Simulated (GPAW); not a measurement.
The system is TiO.

```
Ti O
1.0
     4.08667    0.00000    0.00000
     0.00000    4.08667    0.00000
     0.00000    0.00000    4.08667
Ti O
3 3
Direct
  0.50000 0.00000 0.50000
  0.00000 0.50000 0.50000
  0.50000 0.50000 0.00000
  0.00000 0.00000 0.50000
  0.50000 0.00000 0.00000
  0.00000 0.50000 0.00000
```

The cell comes from a database or a generator and needn't be the stable form of this composition.

| Property | Result |
| --- | --- |
| Program | GPAW 26.7.0 |
| Task | relaxation of cell and atoms |
| Functional | PBEsol |
| Dispersion | D3(BJ) |
| Potentials or basis | PAW data sets generated in the run's folder for this functional |
| Cutoff | 800 eV |
| Basis | pw |
| k mesh | 6 × 6 × 6 |
| Occupations | fermi-dirac, width 0.05 eV |
| Spin | no spin polarisation |

At the start: pressure -11.6 GPa; volume 11.38 Å³/atom.

Where does the relaxation end?

Over 4 steps the energy falls by 21.9 meV/atom and the volume is 10.77 Å³/atom (-5.3 %); space group Pm-3m (No. 221, to 0.05 Å).

Step by step:
| step | energy change (eV) | largest force (eV/Å) | pressure (GPa) | volume (Å³) |
| --- | --- | --- | --- | --- |
| 1 | 0.0000 | 0.0000 | -11.62 | 68.25 |
| 2 | -0.0268 | 0.0000 | -10.51 | 67.85 |
| 3 | -0.1303 | 0.0000 | 0.80 | 64.37 |
| 4 | -0.1311 | 0.0000 | -0.05 | 64.60 |

Final structure:
```yaml
crystal:
  lattice:
    - [4.01251, 0.00000, 0.00000]
    - [0.00000, 4.01251, 0.00000]
    - [0.00000, 0.00000, 4.01251]
  atoms:
    - { symbol: Ti, position: [0.50000, 0.00000, 0.50000] }
    - { symbol: Ti, position: [0.00000, 0.50000, 0.50000] }
    - { symbol: Ti, position: [0.50000, 0.50000, 0.00000] }
    - { symbol: O, position: [0.00000, 0.00000, 0.50000] }
    - { symbol: O, position: [0.50000, 0.00000, 0.00000] }
    - { symbol: O, position: [0.00000, 0.50000, 0.00000] }
```

Caveat: later steps reuse the first step's grids; pairwise dispersion overbinds metals, which lowers pressure and volume.
